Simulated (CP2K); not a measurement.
# Au (Fm-3m) in CP2K: further runs

The runs below take Au through band structure, with r2SCAN, TB-mBJ.

All numbers are computed with CP2K 2026.2; they aren't measurements. Logs are shortened: lines on timing, memory, paths and dates and some standing lists are left out, and cuts for length are marked.

## (1) The crystal as given

The structure is cubic, space group Fm-3m (No. 225). The conventional cell has a = 4.070 Å, b = 4.070 Å, c = 4.070 Å, α = 90.00°, β = 90.00°, γ = 90.00°. Au (site symmetry m-3m) is surrounded by 12 Au at 2.88 Å.

## (2) Band structure, r2SCAN

File au_bands.inp:

```
&GLOBAL
  PROJECT au_bands
  RUN_TYPE ENERGY_FORCE
  PRINT_LEVEL LOW
&END GLOBAL
&FORCE_EVAL
  METHOD QS
  STRESS_TENSOR ANALYTICAL
  &DFT
    BASIS_SET_FILE_NAME BASIS_MOLOPT_UZH
    POTENTIAL_FILE_NAME POTENTIAL_UZH
    &MGRID
      CUTOFF 675
      REL_CUTOFF 60
      NGRIDS 4
    &END MGRID
    &QS
      METHOD GPW
      EPS_DEFAULT 1.0E-9
    &END QS
    &KPOINTS
      SCHEME MONKHORST-PACK 11 11 11
      GAMMA_CENTERED T
      SYMMETRY T
      SYMMETRY_BACKEND SPGLIB
    &END KPOINTS
    &SCF
      SCF_GUESS ATOMIC
      EPS_SCF 1.0E-6
      MAX_SCF 100
      ADDED_MOS 11
      CHOLESKY OFF
      EPS_EIGVAL 1.0E-7
      &DIAGONALIZATION ON
        ALGORITHM STANDARD
      &END DIAGONALIZATION
      &MIXING ON
        METHOD BROYDEN_MIXING
        ALPHA 0.4
        BETA 1.5
        NBUFFER 8
      &END MIXING
      &SMEAR ON
        METHOD FERMI_DIRAC
        ELECTRONIC_TEMPERATURE [K] 580.226
      &END SMEAR
    &END SCF
    &XC
      &XC_FUNCTIONAL
        &MGGA_X_R2SCAN
        &END MGGA_X_R2SCAN
        &MGGA_C_R2SCAN
        &END MGGA_C_R2SCAN
      &END XC_FUNCTIONAL
    &END XC
    &PRINT
      &KPOINTS ON
      &END KPOINTS
      &MULLIKEN ON
      &END MULLIKEN
      &MO ON
        ENERGIES T
        OCCUPATION_NUMBERS T
        &EACH
          QS_SCF 0
        &END EACH
        ADD_LAST NUMERIC
      &END MO
      &LOWDIN ON
      &END LOWDIN
      &HIRSHFELD ON
        SHAPE_FUNCTION DENSITY
      &END HIRSHFELD
      &BAND_STRUCTURE
        FILE_NAME bands.bs
        ADDED_MOS 4
        &KPOINT_SET
          UNITS B_VECTOR
          NPOINTS 6
          SPECIAL_POINT GAMMA 0.00000000 0.00000000 0.00000000
          SPECIAL_POINT X 0.50000000 0.00000000 0.50000000
          SPECIAL_POINT W 0.50000000 0.25000000 0.75000000
          SPECIAL_POINT K 0.37500000 0.37500000 0.75000000
          SPECIAL_POINT GAMMA 0.00000000 0.00000000 0.00000000
          SPECIAL_POINT L 0.50000000 0.50000000 0.50000000
          SPECIAL_POINT U 0.62500000 0.25000000 0.62500000
          SPECIAL_POINT W 0.50000000 0.25000000 0.75000000
          SPECIAL_POINT L 0.50000000 0.50000000 0.50000000
          SPECIAL_POINT K 0.37500000 0.37500000 0.75000000
        &END KPOINT_SET
        &KPOINT_SET
          UNITS B_VECTOR
          NPOINTS 6
          SPECIAL_POINT U 0.62500000 0.25000000 0.62500000
          SPECIAL_POINT X 0.50000000 0.00000000 0.50000000
        &END KPOINT_SET
      &END BAND_STRUCTURE
    &END PRINT
  &END DFT
  &SUBSYS
    &CELL
      A 2.8779245994 0.0000000000 0.0000000000
      B 1.4389622997 2.4923558133 0.0000000000
      C 1.4389622997 0.8307852711 2.3498155956
      PERIODIC XYZ
    &END CELL
    &COORD
      SCALED
      Au  0.0000000000 0.0000000000 0.0000000000
    &END COORD
    &KIND Au
      BASIS_SET TZVP-MOLOPT-SCAN-GTH-q11
      POTENTIAL GTH-SCAN-q11
    &END KIND
    &PRINT
      &ATOMIC_COORDINATES ON
      &END ATOMIC_COORDINATES
      &CELL ON
      &END CELL
      &SYMMETRY ON
      &END SYMMETRY
    &END PRINT
  &END SUBSYS
  &PRINT
    &FORCES ON
    &END FORCES
    &STRESS_TENSOR ON
    &END STRESS_TENSOR
  &END PRINT
&END FORCE_EVAL
```

Potentials or basis: POTENTIAL_UZH Au GTH-SCAN-q11; TZVP-MOLOPT-SCAN-GTH basis.

Command:

```console
$ OMP_NUM_THREADS=2 cp2k.psmp -i au_bands.inp -o au_bands.out
```

au_bands.out:

```text

 CP2K| version string:                                       CP2K version 2026.2
 CP2K| Input file name                                              au_bands.inp

 GLOBAL| Force Environment number                                              1
 GLOBAL| Basis set file name                                    BASIS_MOLOPT_UZH
 GLOBAL| Potential file name                                       POTENTIAL_UZH
 GLOBAL| MM Potential file name                                     MM_POTENTIAL
 GLOBAL| Coordinate file name                                      __STD_INPUT__
 GLOBAL| Method name                                                        CP2K
 GLOBAL| Project name                                                   au_bands
 GLOBAL| Run type                                                   ENERGY_FORCE
 GLOBAL| FFT library                                                       FFTW3
 GLOBAL| Diagonalization library                                       ScaLAPACK
 GLOBAL| Cholesky decomposition library                                ScaLAPACK
 GLOBAL| DGEMM library                                                      BLAS
 GLOBAL| Direct generalized diagonalization requested                          F
 GLOBAL| Matrix multiplication library                                 ScaLAPACK
 GLOBAL| Global print level                                                  LOW
 GLOBAL| Total number of message passing processes                             1
 GLOBAL| Number of threads for this process                                    2
 GLOBAL| CPU model name                                                  UNKNOWN

 CELL| Volume [angstrom^3]:                                            16.854786
 CELL| Vector a [angstrom]:       2.878     0.000     0.000   |a| =     2.877925
 CELL| Vector b [angstrom]:       1.439     2.492     0.000   |b| =     2.877925
 CELL| Vector c [angstrom]:       1.439     0.831     2.350   |c| =     2.877925
 CELL| Angle (b,c), alpha [degree]:                                    60.000000
 CELL| Angle (a,c), beta  [degree]:                                    60.000000
 CELL| Angle (a,b), gamma [degree]:                                    60.000000
 CELL| Numerically orthorhombic:                                              NO
 CELL| Periodicity                                                           XYZ

 CELL_REF| Volume [angstrom^3]:                                        16.854786
 CELL_REF| Vector a [angstrom     2.878     0.000     0.000   |a| =     2.877925
 CELL_REF| Vector b [angstrom     1.439     2.492     0.000   |b| =     2.877925
 CELL_REF| Vector c [angstrom     1.439     0.831     2.350   |c| =     2.877925
 CELL_REF| Angle (b,c), alpha [degree]:                                60.000000
 CELL_REF| Angle (a,c), beta  [degree]:                                60.000000
 CELL_REF| Angle (a,b), gamma [degree]:                                60.000000
 CELL_REF| Numerically orthorhombic:                                          NO
 CELL_REF| Periodicity                                                       XYZ

 GENERATE|  Preliminary Number of Bonds generated:                             0
 GENERATE|  Achieved consistency in connectivity generation.

 *******************************************************************************
 *******************************************************************************
[... 163 lines left out ...]
 MO|      6               0.334846               9.111615               2.000000
[... 298 lines left out ...]
 MO|      6               0.371902              10.119978               1.999999
[... 9 lines left out ...]
 MO|     16               1.888953              51.401035               0.000000
 MO|     17               1.960786              53.355706               0.000000
 MO| Sum:                                                              11.999999
 MO| E(Fermi):            0.398814 a.u.         10.852293 eV

 [... the levels of further k-points ...]

 !-----------------------------------------------------------------------------!
                     Mulliken Population Analysis

 #  Atom  Element  Kind  Atomic population                           Net charge
       1     Au       1         11.000000                             -0.000000
 # Total charge                             11.000000                 -0.000000

 !-----------------------------------------------------------------------------!

 !-----------------------------------------------------------------------------!
                           Hirshfeld Charges

  #Atom  Element  Kind  Ref Charge     Population                    Net charge
      1       Au     1      11.000         11.000                        -0.000

  Total Charge                                                           -0.000
 !-----------------------------------------------------------------------------!

 LOWDIN POPULATION ANALYSIS

 #  Atom  Element  Kind  Atomic population                           Net charge
       1     Au       1         11.000000                              0.000000
 # Total charge                             11.000000                  0.000000

 KPOINTS| Band Structure Calculation
 KPOINTS| Number of k-point sets                                               2
 KPOINTS| Number of added MOs/bands                                            4
 KPOINTS| Number of k-points in set    1                                      55
 KPOINTS| In units of b-vector [2pi/Bohr]
 KPOINTS| Special point     1       GAMMA     0.000000     0.000000     0.000000
 KPOINTS| Special point     2           X     0.500000     0.000000     0.500000
 KPOINTS| Special point     3           W     0.500000     0.250000     0.750000
 KPOINTS| Special point     4           K     0.375000     0.375000     0.750000
 KPOINTS| Special point     5       GAMMA     0.000000     0.000000     0.000000
 KPOINTS| Special point     6           L     0.500000     0.500000     0.500000
 KPOINTS| Special point     7           U     0.625000     0.250000     0.625000
 KPOINTS| Special point     8           W     0.500000     0.250000     0.750000
 KPOINTS| Special point     9           L     0.500000     0.500000     0.500000
 KPOINTS| Special point    10           K     0.375000     0.375000     0.750000
 KPOINTS| Number of k-points in set    2                                       7
 KPOINTS| In units of b-vector [2pi/Bohr]
 KPOINTS| Special point     1           U     0.625000     0.250000     0.625000
 KPOINTS| Special point     2           X     0.500000     0.000000     0.500000

 ENERGY| Total FORCE_EVAL ( QS ) energy [hartree]            -32.739471075552103

 FORCES| Atomic forces [hartree/bohr]
 FORCES|   Atom     x               y               z               |f|
 FORCES|      1  4.69887253E-14  3.12719356E-14  2.45771207E-14   6.15622378E-14
 FORCES| Sum     4.69887253E-14  3.12719356E-14  2.45771207E-14
 FORCES| Total atomic force                                       6.15622378E-14

 STRESS| Analytical stress tensor [bar]
 STRESS|                        x                   y                   z
 STRESS|      x        1.09163552506E+05   2.90642469100E-01   1.36992550190E+00
 STRESS|      y        2.90642469100E-01   1.09148464093E+05  -6.13696215227E+00
 STRESS|      z        1.36992550190E+00  -6.13696215227E+00   1.09158918619E+05
 STRESS| 1/3 Trace                                             1.09156978406E+05
 STRESS| Determinant                                           1.30063223236E+15

 STRESS| Eigenvectors and eigenvalues of the analytical stress tensor [bar]
 STRESS|                        1                   2                   3
 STRESS| Eigenvalues   1.09145590642E+05   1.09161222814E+05   1.09164121762E+05
 STRESS|      x          -0.046818701055     -0.427029528889      0.903024800705
 STRESS|      y           0.905499743119     -0.399836300609     -0.142130742370
 STRESS|      z           0.421756119627      0.811034348331      0.405394944943
```

It took 89 s on 2 threads of Arm Neoverse V2, shared host; peak memory 0.29 GiB.

What came out:

* Free energy: -890.8863 eV
* Pressure: 10.9 GPa
* Band gap on the k mesh: none (metal or under the smearing width)

Levels at the corners of the path, in eV from the Fermi level:
| point | band 3 | band 4 | band 5 | band 6 | band 7 | band 8 |
| --- | --- | --- | --- | --- | --- | --- |
| Γ | -4.91 | -4.91 | -3.33 | -3.33 | 17.31 | 20.76 |
| X | -2.04 | -1.52 | -1.52 | 0.71 | 6.50 | 10.44 |
| W | -5.47 | -3.48 | -1.52 | 5.32 | 6.51 | 6.51 |
| K | -4.05 | -3.01 | -2.02 | 4.28 | 4.81 | 7.99 |
| Γ | -4.91 | -4.91 | -3.33 | -3.33 | 17.31 | 20.76 |
| L | -5.00 | -1.93 | -1.93 | -1.28 | 3.60 | 16.98 |
| U | -4.05 | -3.01 | -2.02 | 4.28 | 4.81 | 7.99 |
| W | -5.47 | -3.48 | -1.52 | 5.32 | 6.51 | 6.51 |
| L | -5.00 | -1.93 | -1.93 | -1.28 | 3.60 | 16.98 |
| K | -4.05 | -3.01 | -2.02 | 4.28 | 4.81 | 7.99 |
| U | -4.05 | -3.01 | -2.02 | 4.28 | 4.81 | 7.99 |
| X | -2.04 | -1.52 | -1.52 | 0.71 | 6.50 | 10.44 |

Caveat: spin-orbit coupling is left out, which moves the levels of the heavy elements; the basis of atomic orbitals isn't converged, which shifts pressures, moduli and gaps.

## (3) Band structure, TB-mBJ

au_bands.inp: that of step 2 with these lines changed.

```diff
@@ -2,3 +2,3 @@
   PROJECT au_bands
-  RUN_TYPE ENERGY_FORCE
+  RUN_TYPE ENERGY
   PRINT_LEVEL LOW
@@ -7,3 +7,2 @@
   METHOD QS
-  STRESS_TENSOR ANALYTICAL
   &DFT
@@ -12,3 +11,3 @@
     &MGRID
-      CUTOFF 675
+      CUTOFF 700
       REL_CUTOFF 60
@@ -18,3 +17,3 @@
       METHOD GPW
-      EPS_DEFAULT 1.0E-9
+      EPS_DEFAULT 1.0E-10
     &END QS
@@ -49,6 +48,6 @@
       &XC_FUNCTIONAL
-        &MGGA_X_R2SCAN
-        &END MGGA_X_R2SCAN
-        &MGGA_C_R2SCAN
-        &END MGGA_C_R2SCAN
+        &MGGA_X_TB09
+        &END MGGA_X_TB09
+        &LDA_C_PW
+        &END LDA_C_PW
       &END XC_FUNCTIONAL
@@ -68,13 +67,8 @@
       &END MO
-      &LOWDIN ON
-      &END LOWDIN
-      &HIRSHFELD ON
-        SHAPE_FUNCTION DENSITY
-      &END HIRSHFELD
       &BAND_STRUCTURE
         FILE_NAME bands.bs
-        ADDED_MOS 4
+        ADDED_MOS 2
         &KPOINT_SET
           UNITS B_VECTOR
-          NPOINTS 6
+          NPOINTS 10
           SPECIAL_POINT GAMMA 0.00000000 0.00000000 0.00000000
@@ -92,3 +86,3 @@
           UNITS B_VECTOR
-          NPOINTS 6
+          NPOINTS 10
           SPECIAL_POINT U 0.62500000 0.25000000 0.62500000
@@ -101,5 +95,4 @@
     &CELL
-      A 2.8779245994 0.0000000000 0.0000000000
-      B 1.4389622997 2.4923558133 0.0000000000
-      C 1.4389622997 0.8307852711 2.3498155956
+      ABC 2.8779245994 2.8779245994 2.8779245994
+      ALPHA_BETA_GAMMA 60.0000000001 60.0000000003 60.0000000004
       PERIODIC XYZ
@@ -111,4 +104,4 @@
     &KIND Au
-      BASIS_SET TZVP-MOLOPT-SCAN-GTH-q11
-      POTENTIAL GTH-SCAN-q11
+      BASIS_SET TZVP-MOLOPT-PBE-GTH-q11
+      POTENTIAL GTH-PBE-q11
     &END KIND
@@ -126,4 +119,2 @@
     &END FORCES
-    &STRESS_TENSOR ON
-    &END STRESS_TENSOR
   &END PRINT
```

Potentials or basis: POTENTIAL_UZH Au GTH-PBE-q11; TZVP-MOLOPT-PBE-GTH basis.

Command:

```console
$ OMP_NUM_THREADS=2 cp2k.psmp -i au_bands.inp -o au_bands.out
```

Wall time 5.7 min (2 threads of Arm Neoverse V2, shared host); peak memory 0.32 GiB.

The run converged. Its results:

| Quantity | Value |
| --- | --- |
| Band gap on the k mesh | none (metal or under the smearing width) |

Levels at the corners of the path, in eV from the Fermi level:
| point | band 3 | band 4 | band 5 | band 6 | band 7 | band 8 |
| --- | --- | --- | --- | --- | --- | --- |
| Γ | -4.38 | -4.38 | -2.70 | -2.70 | 15.18 | 19.11 |
| X | -1.31 | -0.72 | -0.72 | -0.19 | 5.71 | 9.29 |
| W | -5.19 | -3.05 | -0.72 | 4.26 | 5.97 | 5.97 |
| K | -3.82 | -2.42 | -1.27 | 3.28 | 4.49 | 7.49 |
| Γ | -4.38 | -4.38 | -2.70 | -2.70 | 15.18 | 19.11 |
| L | -4.51 | -2.19 | -1.17 | -1.17 | 3.27 | 15.13 |
| U | -3.82 | -2.42 | -1.27 | 3.28 | 4.49 | 7.49 |
| W | -5.19 | -3.05 | -0.72 | 4.26 | 5.97 | 5.97 |
| L | -4.51 | -2.19 | -1.17 | -1.17 | 3.27 | 15.13 |
| K | -3.82 | -2.42 | -1.27 | 3.28 | 4.49 | 7.49 |
| U | -3.82 | -2.42 | -1.27 | 3.28 | 4.49 | 7.49 |
| X | -1.31 | -0.72 | -0.72 | -0.19 | 5.71 | 9.29 |

Caveat: this is a model potential without an energy functional, so only levels have meaning; the potentials were made for another functional, which shifts forces and pressure; spin-orbit coupling is left out, which moves the levels of the heavy elements; the basis of atomic orbitals isn't converged, which shifts pressures, moduli and gaps.
